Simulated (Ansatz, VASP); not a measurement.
Two plane-wave programs on SrCl2

The input INCAR:

```
SYSTEM = SrCl2
PREC = Accurate
ENCUT = 520
EDIFF = 1E-7
ISMEAR = 0
SIGMA = 0.02
LREAL = .False.
LASPH = .True.
NELM = 80
ALGO = Fast
ISIF = 2
LWAVE = .False.
LCHARG = .False.
GGA = PE
NBANDS = 19
```

The input KPOINTS:

```
Automatic mesh
0
Gamma
  6 6 6
  0 0 0
```

The input POSCAR:

```
SrCl2
1.0
    0.0000000000      3.5192138352      3.5192138352
    3.5192138352      0.0000000000      3.5192138352
    3.5192138352      3.5192138352      0.0000000000
Sr Cl
1 2
Direct
    0.0000000000      0.0000000000      0.0000000000
    0.2500000000      0.2500000000      0.2500000000
    0.7500000000      0.7500000000      0.7500000000
```

Input for Ansatz:

```yaml
crystal:
  lattice:
    - [0.0, 3.5192138352, 3.5192138352]
    - [3.5192138352, 0.0, 3.5192138352]
    - [3.5192138352, 3.5192138352, 0.0]
  atoms:
    - { symbol: Sr, position: [0.0, 0.0, 0.0] }
    - { symbol: Cl, position: [0.25, 0.25, 0.25] }
    - { symbol: Cl, position: [0.75, 0.75, 0.75] }
basis:
  ecutwfc: 420
kpoints:
  mp_grid: { grid: [6, 6, 6] }
  band_path:
    path:
      - [[0.0, 0.0, 0.0], [0.5, 0.0, 0.5], [0.625, 0.25, 0.625]]
      - [[0.375, 0.375, 0.75], [0.0, 0.0, 0.0], [0.5, 0.5, 0.5], [0.5, 0.25, 0.75], [0.5, 0.0, 0.5]]
    npoints: 14
hamiltonian:
  xc: pbe
scf:
  occupations: { method: gaussian, width: 0.02 }
  n_extra_bands: 7
output:
  forces: true
  stress: true
  eigenvalues: true
  populations: true
  dos: { projected: true, de: 0.02, nscf_kmesh: { grid: [9, 9, 9] } }
  bader: true
  write_density: true
  write_potential: true
  elf: true
  volumetric_format: npy
```

Alike in both runs: task single point; functional PBE; k mesh 6 × 6 × 6; occupations gaussian, width 0.02 eV; no spin polarisation.

```csv
,VASP,Ansatz
version,VASP 6.6.1,Ansatz 0.2.0
potentials or method,"VASP PAW PBE potentials, release 64 (Sr_sv, Cl)","scalar-relativistic, plane waves, PAW"
plane-wave cutoff (eV),520,420
valence electrons in the cell,24,24
```

VASP gave:

* gap on the k mesh at the Fermi level (eV): 5.24
* least direct gap on the mesh (eV): 5.52
* pressure (GPa): 0.1

Task: Which values does Ansatz return?

Result: gap on the k mesh at the Fermi level (eV): 5.24; least direct gap on the mesh (eV): 5.52; pressure (GPa): 0.0.

A k mesh can miss the band edges. Expect the measured gap to be larger: semilocal functionals such as PBE lack the derivative discontinuity.
